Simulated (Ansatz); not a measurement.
How far is this Ca3S from the hull?

Computed with DFT PBE, scalar-relativistic, plane waves, PAW in Ansatz 0.2.0. All cells share a 420 eV cutoff and Γ-centred k meshes spaced at most about 0.3 Å⁻¹ (about 0.25 or finer for metals, 2π included). No spin polarisation.

Formation energies are uncorrected and refer to the elements' standard structures at the same level.

Temperature and zero-point effects are left out. A magnetic state wasn't ruled out in cells without spin, among them Ca3S P-6m2. The reference form of S is held partly by dispersion forces, which this level lacks.

The competitors are the elements and 1 reference phase of this chemical system (from databases or known types: CaS), relaxed at the same level; other known phases may be missing.

The candidate was reached from: Tl3Bi type (P-6m2).

```yaml
crystal:
  lattice:
    - [3.92196, 0.00000, 0.00000]
    - [-1.96098, 3.39651, 0.00000]
    - [0.00000, 0.00000, 9.96768]
  atoms:
    - { symbol: Ca, position: [0.66667, 0.33333, 0.50000] }
    - { symbol: Ca, position: [0.33333, 0.66667, 0.17661] }
    - { symbol: Ca, position: [0.33333, 0.66667, 0.82339] }
    - { symbol: S, position: [0.66667, 0.33333, 0.00000] }
```

Q: Into what would it decompose?

A: Its formation energy is -0.958 eV/atom. The lowest competing mixture at this composition is this:

| phase | space group | source | share of atoms | ΔE_f (eV/atom) |
| --- | --- | --- | --- | --- |
| Ca | - | element | 0.5000 | 0.000 |
| CaS | Fm-3m (No. 225) | textbook type | 0.5000 | -2.171 |

The mixture lies at -1.085 eV/atom, and the candidate lies 127 meV/atom above it (128 meV/atom from unrounded values). The candidate matches no cell in the subsets of the Crystallography Open Database and the Materials Project at hand. It is metastable at best. Whether it is a true minimum wasn't tested by phonons.
